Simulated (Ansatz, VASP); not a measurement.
# CuI (Marshite): VASP beside Ansatz

```
CELL_PARAMETERS angstrom
2.91633 2.91633 0.00000
-2.91633 2.91633 0.00000
0.00000 2.91633 2.95256
ATOMIC_POSITIONS crystal
Cu 0.75000 0.25000 0.50000
I 0.00000 0.00000 0.00000
```

Change from the starting cell: in-plane strain -0.005, out-of-plane length and atoms relaxed by PAW.

Alike in both runs: functional LDA; k mesh 6 × 6 × 6; no spin polarisation.

Ansatz relaxed the structure, and its values are those at the end. VASP's run is a single point on that final structure, the one shown.

|  | VASP | Ansatz |
| --- | --- | --- |
| version | VASP 6.6.1 | Ansatz 0.2.0 |
| potentials or method | VASP PAW LDA potentials, release 64 (Cu, I) | PAW with Ansatz's default frozen-core files, scalar-relativistic |
| plane-wave cutoff (eV) | 520 | 420 |
| occupations | gaussian, width 0.01 eV | fixed |
| valence electrons in the cell | 18 | 36 |

Ansatz gave:

```
gap on the k mesh at the Fermi level (eV) : 1.22
pressure (GPa)                            : 0.2
```

**Question.** Estimate VASP's values.

**Answer.** gap on the k mesh at the Fermi level (eV): 1.28; pressure (GPa): 0.3.

The two sets of potentials don't hold the same shells in valence.

Caveats: spin-orbit coupling is left out, which moves the levels of the heavy elements.
